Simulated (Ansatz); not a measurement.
One change: `C[O][Sn]([F])([F])[c]1ccccc1` becomes `C#Cc1ccccc1`.

Ansatz, PBE0-D4/def2-TZVP geometries, multiplicity 1. Each molecule was computed in one conformer, which needn't be the lowest.

Elements past krypton have def2 core potentials.

```tsv
property	`C[O][Sn]([F])([F])[c]1ccccc1`
size of the dipole moment (ωB97M-V/def2-TZVPP) / D	3.85
LUMO energy (ωB97M-V/def2-TZVPP) / eV	0.62
HOMO energy (PBE/def2-TZVPP) / eV	-6.60
size of the dipole moment (PBE/def2-TZVPP) / D	3.82
HOMO–LUMO gap (ωB97M-V/def2-TZVPP) / eV	10.77
HOMO energy (B3LYP/def2-TZVPP) / eV	-7.83
```

(1) What does the change do to each property? (Best estimate.)

## Answers

(1) Computed: 
| property | `C#Cc1ccccc1` | shift |
| --- | --- | --- |
| size of the dipole moment (ωB97M-V/def2-TZVPP) / D | 0.71 | -3.14 |
| LUMO energy (ωB97M-V/def2-TZVPP) / eV | 0.93 | 0.31 |
| HOMO energy (PBE/def2-TZVPP) / eV | -5.93 | 0.67 |
| size of the dipole moment (PBE/def2-TZVPP) / D | 0.71 | -3.11 |
| HOMO–LUMO gap (ωB97M-V/def2-TZVPP) / eV | 9.83 | -0.94 |
| HOMO energy (B3LYP/def2-TZVPP) / eV | -6.67 | 1.16 |

With PBE0 the HOMO rises by 1.17 eV and the LUMO rises by 0.30 eV, so the gap narrows by about 0.87 eV. PBE moves the HOMO by 0.67 eV and ωB97M-V by 1.25 eV. Dipoles are sizes alone; their direction can turn.

B3LYP here is the variant with VWN-RPA as its local correlation; programs differ in this.

Positive LUMOs are unbound, so they and the gaps depend on the basis.
